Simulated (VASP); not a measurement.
# EuS (Fm-3m) in VASP: further runs

Runs on EuS. Level: PBE+U. Tasks: single point, relaxation of cell and atoms.

Program: VASP 6.6.1. These are calculated values, not measurements. Logs are shortened: lines on timing, memory, paths and dates and some standing lists are left out, and cuts for length are marked.

**1. Starting point**

Symmetry: Fm-3m, No. 225, cubic system. The conventional cell has a = 5.986 Å, b = 5.986 Å, c = 5.986 Å, α = 90.00°, β = 90.00°, γ = 90.00°. Around Eu (site symmetry m-3m) lie 6 S at 2.99 Å. S (site symmetry m-3m) is surrounded by 6 Eu at 2.99 Å.

The cell was built by a generator and isn't the measured one.

**2. Single point, PBE+U, collinear spin, typed start**

Input file INCAR:

```
ALGO = Normal ; EDIFF = 1E-6
ENCUT = 520 ; GGA = PE
ISIF = 2 ; ISMEAR = 0
ISPIN = 2 ; LASPH = T
LCHARG = F ; LDAU = T
LDAUJ = 0 0 ; LDAUL = 3 -1
LDAUPRINT = 1 ; LDAUTYPE = 2
LDAUU = 6 0 ; LMAXMIX = 6
LORBIT = 11 ; LREAL = F
LWAVE = F ; MAGMOM = 7.55 0
NBANDS = 22 ; NELM = 150
PREC = Accurate ; SIGMA = 0.02
```

Input file KPOINTS:

```
k-points
0
Gamma
  8 8 8
```

Input file POSCAR:

```
EuS
1.0
    0.0000000000      2.9932267729      2.9932267729
    2.9932267729      0.0000000000      2.9932267729
    2.9932267729      2.9932267729      0.0000000000
Eu S
1 1
Direct
    0.5000000000      0.5000000000      0.5000000000
    0.0000000000      0.0000000000      0.0000000000
```

Potentials or basis: VASP PAW PBE potentials, release 64 (Eu, S).

Launch:

```console
> cat potpaw_PBE.64/Eu/POTCAR potpaw_PBE.64/S/POTCAR > POTCAR
> mpirun -np 1 vasp_std > vasp.out
```

OUTCAR:

```text
EDIFF = 1E-6
   ENCUT = 520
   GGA = PE
   ISIF = 2
   ISMEAR = 0
   ISPIN = 2
   LASPH = T
   LORBIT = 11
   LREAL = F
   NELM = 150
   PREC = Accurate

 ion  position               nearest neighbor table
   1  0.500  0.500  0.500-   2 2.99   2 2.99   2 2.99   2 2.99   2 2.99   2 2.99
   2  0.000  0.000  0.000-   1 2.99   1 2.99   1 2.99   1 2.99   1 2.99   1 2.99

  LATTYP: Found a face centered cubic cell.
 ALAT       =     5.9864535458

  Lattice vectors:

 A1 = (   0.0000000000,   2.9932267729,   2.9932267729)
 A2 = (   2.9932267729,   0.0000000000,   2.9932267729)
 A3 = (   2.9932267729,   2.9932267729,   0.0000000000)

Analysis of symmetry for initial positions (statically):
=====================================================================
 Subroutine PRICEL returns:
 Original cell was already a primitive cell.

 Routine SETGRP: Setting up the symmetry group for a
 face centered cubic supercell.

 Subroutine GETGRP returns: Found 48 space group operations
 (whereof 48 operations were pure point group operations)
 out of a pool of 48 trial point group operations.

The static configuration has the point symmetry O_h .

Analysis of symmetry for dynamics (positions and initial velocities):
=====================================================================
 Subroutine PRICEL returns:
 Original cell was already a primitive cell.

 Routine SETGRP: Setting up the symmetry group for a
 face centered cubic supercell.

 Subroutine GETGRP returns: Found 48 space group operations
 (whereof 48 operations were pure point group operations)
 out of a pool of 48 trial point group operations.

The dynamic configuration has the point symmetry O_h .

Analysis of structural, dynamic, and magnetic symmetry:
=====================================================================
 Subroutine PRICEL returns:
 Original cell was already a primitive cell.

 Routine SETGRP: Setting up the symmetry group for a
 face centered cubic supercell.

 Subroutine GETGRP returns: Found 48 space group operations
 (whereof 48 operations were pure point group operations)
 out of a pool of 48 trial point group operations.

The overall configuration has the point symmetry O_h .

 Subroutine INISYM returns: Found 48 space group operations
 (whereof 48 operations are pure point group operations),
 and found     1 'primitive' translations

----------------------------------------------------------------------------------------

                                     Primitive cell

  volume of cell :      53.6351

  direct lattice vectors                    reciprocal lattice vectors
     0.000000000  2.993226773  2.993226773    -0.167043809  0.167043809  0.167043809
[... 114 lines left out ...]
   J (eV)           for each species LDAUJ =   0.0  0.0
   GGA     = PE    functional components
   LHFCALC =     F    Hartree Fock is set to
   AEXX    =    0.0000 exact exchange contribution
   IVDW    =     0    specifies the selected vdW correction
   LEPSILON=     F    determine dielectric tensor
   LRPA    =     F    only Hartree local field effects (RPA)
 spin polarized calculation
 Gauss-broadening in eV      SIGMA  =   0.02
  energy-cutoff  :      520.00
  volume of cell :       53.64
 maximum number of plane-waves:      1459
   NGX = 15   NGY = 15   NGZ = 15

atom =   1  type =  1  l = 3

 onsite density matrix

spin component  1

  0.9753  0.0000 -0.0009 -0.0000 -0.0000 -0.0000  0.0000
  0.0000  0.9759 -0.0000  0.0000  0.0000 -0.0000 -0.0000
 -0.0009 -0.0000  0.9757 -0.0000 -0.0000  0.0000  0.0000
 -0.0000  0.0000 -0.0000  0.9746  0.0000 -0.0000  0.0000
 -0.0000  0.0000 -0.0000  0.0000  0.9757 -0.0000  0.0009
 -0.0000 -0.0000  0.0000 -0.0000 -0.0000  0.9764  0.0000
  0.0000 -0.0000  0.0000  0.0000  0.0009  0.0000  0.9753

spin component  2

  0.0018 -0.0000  0.0008 -0.0000  0.0000  0.0000 -0.0000
 -0.0000  0.0000 -0.0000 -0.0000 -0.0000  0.0000  0.0000
  0.0008 -0.0000  0.0013  0.0000  0.0000 -0.0000 -0.0000
 -0.0000 -0.0000  0.0000  0.0024  0.0000 -0.0000 -0.0000
  0.0000 -0.0000  0.0000  0.0000  0.0013  0.0000 -0.0008
  0.0000  0.0000 -0.0000 -0.0000  0.0000  0.0007 -0.0000
 -0.0000  0.0000 -0.0000 -0.0000 -0.0008 -0.0000  0.0018

 occupancies and eigenvectors

  o =  0.0000  v =  0.0000  0.0000  0.0000  0.0000  0.0000  0.0000  0.0000  0.0000  1.0000 -0.0000  0.0000  0.0000 -0.0000 -0.0000      0.0000  0.0000  0.0000  0.0000  0.0000  0.0000  0.0000  0.0000  0.0000  0.0000  0.0000  0.0000  0.0000  0.0000
  o =  0.0007  v =  0.0000  0.0000  0.0000  0.0000  0.0000  0.0000  0.0000  0.6124 -0.0000 -0.7906  0.0000 -0.0040 -0.0016 -0.0031      0.0000  0.0000  0.0000  0.0000  0.0000  0.0000  0.0000  0.0000  0.0000  0.0000  0.0000  0.0000  0.0000  0.0000
  o =  0.0007  v =  0.0000  0.0000  0.0000  0.0000  0.0000  0.0000  0.0000 -0.0031  0.0000  0.0040 -0.0000 -0.7906  0.0018 -0.6124      0.0000  0.0000  0.0000  0.0000  0.0000  0.0000  0.0000  0.0000  0.0000  0.0000  0.0000  0.0000  0.0000  0.0000
  o =  0.0007  v =  0.0000  0.0000  0.0000  0.0000  0.0000  0.0000  0.0000  0.0010  0.0000 -0.0013  0.0000  0.0014  1.0000  0.0011      0.0000  0.0000  0.0000  0.0000  0.0000  0.0000  0.0000  0.0000  0.0000  0.0000  0.0000  0.0000  0.0000  0.0000
  o =  0.0024  v =  0.0000  0.0000  0.0000  0.0000  0.0000  0.0000  0.0000  0.7906 -0.0000  0.6124 -0.0004 -0.0010 -0.0000  0.0013      0.0000  0.0000  0.0000  0.0000  0.0000  0.0000  0.0000  0.0000  0.0000  0.0000  0.0000  0.0000  0.0000  0.0000
  o =  0.0024  v =  0.0000  0.0000  0.0000  0.0000  0.0000  0.0000  0.0000 -0.0013  0.0000 -0.0010  0.0096 -0.6123 -0.0000  0.7905      0.0000  0.0000  0.0000  0.0000  0.0000  0.0000  0.0000  0.0000  0.0000  0.0000  0.0000  0.0000  0.0000  0.0000
  o =  0.0024  v =  0.0000  0.0000  0.0000  0.0000  0.0000  0.0000  0.0000 -0.0003  0.0000 -0.0002 -1.0000 -0.0059  0.0000  0.0076      0.0000  0.0000  0.0000  0.0000  0.0000  0.0000  0.0000  0.0000  0.0000  0.0000  0.0000  0.0000  0.0000  0.0000
  o =  0.9746  v = -0.0010  0.0000 -0.0008 -0.9997  0.0156 -0.0000 -0.0202  0.0000  0.0000  0.0000  0.0000  0.0000  0.0000  0.0000      0.0000  0.0000  0.0000  0.0000  0.0000  0.0000  0.0000  0.0000  0.0000  0.0000  0.0000  0.0000  0.0000  0.0000
  o =  0.9746  v = -0.0024  0.0000 -0.0019 -0.0255 -0.6122 -0.0000  0.7903  0.0000  0.0000  0.0000  0.0000  0.0000  0.0000  0.0000      0.0000  0.0000  0.0000  0.0000  0.0000  0.0000  0.0000  0.0000  0.0000  0.0000  0.0000  0.0000  0.0000  0.0000
  o =  0.9746  v =  0.7906  0.0000  0.6124 -0.0014 -0.0019 -0.0000  0.0024  0.0000  0.0000  0.0000  0.0000  0.0000  0.0000  0.0000      0.0000  0.0000  0.0000  0.0000  0.0000  0.0000  0.0000  0.0000  0.0000  0.0000  0.0000  0.0000  0.0000  0.0000
  o =  0.9759  v = -0.0000  1.0000  0.0000  0.0000 -0.0000 -0.0000 -0.0000  0.0000  0.0000  0.0000  0.0000  0.0000  0.0000  0.0000      0.0000  0.0000  0.0000  0.0000  0.0000  0.0000  0.0000  0.0000  0.0000  0.0000  0.0000  0.0000  0.0000  0.0000
  o =  0.9764  v =  0.0004  0.0000 -0.0005 -0.0000 -0.0151  0.9998 -0.0117  0.0000  0.0000  0.0000  0.0000  0.0000  0.0000  0.0000      0.0000  0.0000  0.0000  0.0000  0.0000  0.0000  0.0000  0.0000  0.0000  0.0000  0.0000  0.0000  0.0000  0.0000
  o =  0.9764  v = -0.6124 -0.0000  0.7906  0.0000 -0.0021  0.0006 -0.0016  0.0000  0.0000  0.0000  0.0000  0.0000  0.0000  0.0000      0.0000  0.0000  0.0000  0.0000  0.0000  0.0000  0.0000  0.0000  0.0000  0.0000  0.0000  0.0000  0.0000  0.0000
  o =  0.9764  v = -0.0016  0.0000  0.0021 -0.0000  0.7904  0.0191  0.6123  0.0000  0.0000  0.0000  0.0000  0.0000  0.0000  0.0000      0.0000  0.0000  0.0000  0.0000  0.0000  0.0000  0.0000  0.0000  0.0000  0.0000  0.0000  0.0000  0.0000  0.0000

 number of electron      23.0000007 magnetization       7.0000019

 Free energy of the ion-electron system (eV)
  ---------------------------------------------------
  ext. energy  EPLUGINS =         0.00000000
  ---------------------------------------------------
  free energy    TOTEN  =       -19.14382539 eV

  energy without entropy =      -19.14382539  energy(sigma->0) =      -19.14382539

 E-fermi :   3.3029     XC(G=0):  -9.4848

 val. band max:        3.1072365295   @ k =   0.0000   0.0000   0.0000
 cond. band min:       3.6055646814   @ k =   0.5000   0.5000   0.0000
 fundamental gap:      0.4983281519
 Fermi energy:         3.3029237440

 spin component 1

 k-point     1 :       0.0000    0.0000    0.0000
  band No.  band energies     occupation
      1     -36.5135      1.00000
      2     -15.3978      1.00000
      3     -15.3978      1.00000
      4     -15.3978      1.00000
      5      -9.2068      1.00000
      6       1.1820      1.00000
[... 1193 lines left out ...]
     21      13.1980      0.00000
     22      13.3495      0.00000

 [... further k-points ...]

------------------------ aborting loop because EDIFF is reached ----------------------------------------

  FORCE on cell =-STRESS in cart. coord.  units (eV):
  Direction    XX          YY          ZZ          XY          YZ          ZX
  --------------------------------------------------------------------------------------
  -------------------------------------------------------------------------------------
  Total        0.0784015      0.0784015      0.0784015     -0.0000000      0.0000000      0.0000000
  in kB        2.3419958      2.3419958      2.3419958     -0.0000000      0.0000000      0.0000000
  external PRESSURE =       2.3419958 kB  Pullay stress =       0.0000000 kB

 VOLUME and BASIS-vectors are now :
 -----------------------------------------------------------------------------
  energy-cutoff  :      520.00
  volume of cell :       53.64
      direct lattice vectors                 reciprocal lattice vectors
     0.000000000  2.993226773  2.993226773    -0.167043809  0.167043809  0.167043809
     2.993226773  0.000000000  2.993226773     0.167043809 -0.167043809  0.167043809
     2.993226773  2.993226773  0.000000000     0.167043809  0.167043809 -0.167043809

 POSITION                                       TOTAL-FORCE (eV/Angst)
 -----------------------------------------------------------------------------------
      2.99323      2.99323      2.99323         0.000000     -0.000000      0.000000
      0.00000      0.00000      0.00000        -0.000000      0.000000     -0.000000
 -----------------------------------------------------------------------------------
    total drift:                               -0.000000     -0.000000      0.000000

  FREE ENERGIE OF THE ION-ELECTRON SYSTEM (eV)
  ---------------------------------------------------
  free  energy   TOTEN  =       -19.1438253940 eV

  energy  without entropy=      -19.1438253940  energy(sigma->0) =      -19.14382539

 total charge

# of ion       s       p       d       f       tot
--------------------------------------------------
    1        2.029   5.789   0.237   6.830  14.885
    2        1.317   2.447   0.000   0.000   3.763
--------------------------------------------------
tot          3.345   8.235   0.237   6.830  18.648

 magnetization (x)

# of ion       s       p       d       f       tot
--------------------------------------------------
    1       -0.016  -0.119   0.044   6.813   6.722
    2       -0.006  -0.055   0.000   0.000  -0.061
--------------------------------------------------
tot         -0.022  -0.174   0.044   6.813   6.661
```

Run time: 67 s. Hardware: 1 thread of Intel Xeon Platinum 8488C (Sapphire Rapids), shared host; peak memory 0.24 GiB.

Results:

- Free energy: -19.1438 eV
- Pressure: 0.2 GPa
- Band gap on the k mesh: 0.50 eV, indirect (least direct gap 0.77 eV)
- Net moment: 7.00 μB per cell
- Site moments: Eu +6.72; S -0.06 μB
- Valence electrons inside the program's atomic spheres: Eu 14.88; S 3.76

Levels at points of the mesh, in eV from the valence-band top:
Spin up:
| k point | band 11 | band 12 | band 13 | band 14 | band 15 | band 16 | band 17 | band 18 | band 19 | band 20 |
| --- | --- | --- | --- | --- | --- | --- | --- | --- | --- | --- |
| (0.00, 0.00, 0.00) | -0.56 | -0.56 | 0.00 | 0.00 | 0.00 | 2.01 | 2.40 | 2.40 | 2.40 | 3.27 |
| (0.50, 0.00, 0.00) | -0.66 | -0.59 | -0.59 | -0.56 | -0.56 | 4.10 | 4.52 | 5.00 | 5.00 | 7.82 |
| (0.50, 0.50, 0.00) | -0.61 | -0.61 | -0.58 | -0.27 | -0.27 | 0.50 | 4.42 | 4.42 | 5.81 | 6.07 |
Spin down:
```csv
k point,band 4,band 5,band 6,band 7,band 8,band 9,band 10,band 11,band 12,band 13
"(0.00, 0.00, 0.00)",-16.23,-12.33,-1.46,-1.46,-1.46,2.44,3.05,3.05,3.05,4.00
"(0.50, 0.00, 0.00)",-16.26,-11.34,-4.00,-2.60,-2.60,4.26,5.20,5.98,5.98,7.48
"(0.50, 0.50, 0.00)",-16.36,-12.00,-2.62,-1.82,-1.82,1.01,5.02,5.26,6.74,7.24
```

Eigenvalues of the final occupation matrices:
```csv
site,spin,trace,eigenvalues
site 1 f,1,6.83,0.97 0.97 0.97 0.98 0.98 0.98 0.98
site 1 f,2,0.01,0.00 0.00 0.00 0.00 0.00 0.00 0.00
```

Caveat: spin-orbit coupling is left out, which moves the levels of the heavy elements; a cell with one magnetic atom can't hold antiferromagnetic order, which such compounds often take.

**3. Relaxation of cell and atoms, PBE+U, collinear spin, typed start**

This run uses another cell than the first one, of 26.42 Å³/atom, 0.985 times its volume.

Input file INCAR:

```
SYSTEM = EuS
ALGO = Normal
EDIFF = 1E-6
EDIFFG = -0.005
ENCUT = 600
GGA = PE
IBRION = 2
ISIF = 3
ISMEAR = 0
ISPIN = 2
LASPH = .TRUE.
LCHARG = .FALSE.
LDAU = .TRUE.
LDAUJ = 0 0
LDAUL = 3 -1
LDAUPRINT = 1
LDAUTYPE = 2
LDAUU = 6 0
LMAXMIX = 6
LORBIT = 11
LREAL = .FALSE.
LWAVE = .FALSE.
MAGMOM = 7.55 0
NELM = 150
NSW = 100
PREC = Accurate
SIGMA = 0.02
```

Input file KPOINTS:

```
k-points
0
G
  8 8 8
  0 0 0
```

Input file POSCAR:

```
EuS
1.0
    0.0000000000      2.9785018670      2.9785018670
    2.9785018670      0.0000000000      2.9785018670
    2.9785018670      2.9785018670      0.0000000000
Eu S
1 1
Direct
    0.5000000000      0.5000000000      0.5000000000
    0.0000000000      0.0000000000      0.0000000000
```

Potentials or basis: VASP PAW PBE potentials, release 64 (Eu, S).

Launch:

```console
> cat potpaw_PBE.64/Eu/POTCAR potpaw_PBE.64/S/POTCAR > POTCAR
> mpirun -np 1 vasp_std > vasp.out
```

OUTCAR:

```text
SYSTEM = EuS
   EDIFF = 1E-6
   EDIFFG = -0.005
   ENCUT = 600
   GGA = PE
   IBRION = 2
   ISIF = 3
   ISMEAR = 0
   ISPIN = 2
   LASPH = .TRUE.
   LORBIT = 11
   LREAL = .FALSE.
   NELM = 150
   NSW = 100
   PREC = Accurate

 ion  position               nearest neighbor table
   1  0.500  0.500  0.500-   2 2.98   2 2.98   2 2.98   2 2.98   2 2.98   2 2.98
   2  0.000  0.000  0.000-   1 2.98   1 2.98   1 2.98   1 2.98   1 2.98   1 2.98

  LATTYP: Found a face centered cubic cell.
 ALAT       =     5.9570037340

  Lattice vectors:

 A1 = (   0.0000000000,   2.9785018670,   2.9785018670)
 A2 = (   2.9785018670,   0.0000000000,   2.9785018670)
 A3 = (   2.9785018670,   2.9785018670,   0.0000000000)

Analysis of symmetry for initial positions (statically):
[... 1381 lines left out ...]
  ---------------------------------------------------
  ext. energy  EPLUGINS =         0.00000000
  ---------------------------------------------------
  free energy    TOTEN  =       -19.14564403 eV

  energy without entropy =      -19.14564403  energy(sigma->0) =      -19.14564403

 E-fermi :   3.2801     XC(G=0):  -9.4577

 val. band max:        3.0584866404   @ k =   0.0000   0.0000   0.0000
 cond. band min:       3.5878088689   @ k =   0.5000   0.5000   0.0000
 fundamental gap:      0.5293222285
 Fermi energy:         3.2801121669

 spin component 1

 k-point     1 :       0.0000    0.0000    0.0000
  band No.  band energies     occupation
      1     -36.5591      1.00000
      2     -15.4434      1.00000
      3     -15.4434      1.00000
      4     -15.4434      1.00000
      5      -9.2242      1.00000
      6       1.1530      1.00000
[... 1080 lines left out ...]
  FREE ENERGIE OF THE ION-ELECTRON SYSTEM (eV)
  ---------------------------------------------------
  free  energy   TOTEN  =       -19.1456440282 eV

  energy  without entropy=      -19.1456440282  energy(sigma->0) =      -19.14564403

 reached required accuracy - stopping structural energy minimisation

 total charge

# of ion       s       p       d       f       tot
--------------------------------------------------
    1        2.028   5.788   0.234   6.831  14.882
    2        1.316   2.444   0.000   0.000   3.761
--------------------------------------------------
tot          3.345   8.232   0.234   6.831  18.643

 magnetization (x)

# of ion       s       p       d       f       tot
--------------------------------------------------
    1       -0.016  -0.118   0.043   6.814   6.723
    2       -0.006  -0.055   0.000   0.000  -0.061
--------------------------------------------------
tot         -0.022  -0.173   0.043   6.814   6.663
```

CONTCAR:

```text
EuS
   1.00000000000000
     0.0000000000000000    2.9989213357330429    2.9989213357330429
     2.9989213357330429    0.0000000000000000    2.9989213357330429
     2.9989213357330429    2.9989213357330429    0.0000000000000000
  Eu              S
     1     1
Direct
     0.5000000000000000    0.5000000000000000    0.5000000000000000
     0.0000000000000000    0.0000000000000000    0.0000000000000000

  0.00000000E+00  0.00000000E+00  0.00000000E+00
  0.00000000E+00  0.00000000E+00  0.00000000E+00
```

Wall time 4 min (1 thread of Intel Xeon Platinum 8488C (Sapphire Rapids), shared host); peak memory 0.29 GiB.

Results:

```
Free energy                                           : -19.1456 eV
Relaxed volume                                        : 26.97 Å³/atom
Relaxed cell                                          : a = 4.241 Å, b = 4.241 Å, c = 4.241 Å, α = 60.00°, β = 60.00°, γ = 60.00°
Space group after relaxing (to 0.05 Å)                : Fm-3m (No. 225)
Energy gained by relaxing                             : 1.7 meV/atom
Ionic steps                                           : 3
Pressure after relaxing                               : 0.0 GPa
Band gap on the k mesh                                : 0.53 eV, indirect (least direct gap 0.80 eV)
Net moment                                            : 7.00 μB per cell
Site moments                                          : Eu +6.72; S -0.06 μB
Valence electrons inside the program's atomic spheres : Eu 14.88; S 3.76
```

The path:
```csv
step,energy change (eV),largest force (eV/Å),pressure (GPa),volume (Å³)
1,0.0000,0.0000,1.04,52.85
2,-0.0034,0.0000,-0.21,54.17
3,-0.0035,0.0000,0.02,53.94
```

Final structure:
```
Eu S
1.0
     0.00000    2.99892    2.99892
     2.99892    0.00000    2.99892
     2.99892    2.99892    0.00000
Eu S
1 1
Direct
  0.50000 0.50000 0.50000
  0.00000 0.00000 0.00000
```

Eigenvalues of the final occupation matrices:
```
    site  spin  trace                         eigenvalues
site 1 f     1   6.83  0.97 0.97 0.97 0.98 0.98 0.98 0.98
site 1 f     2   0.01  0.00 0.00 0.00 0.00 0.00 0.00 0.00
```

Caveat: spin-orbit coupling is left out, which moves the levels of the heavy elements; a cell with one magnetic atom can't hold antiferromagnetic order, which such compounds often take.
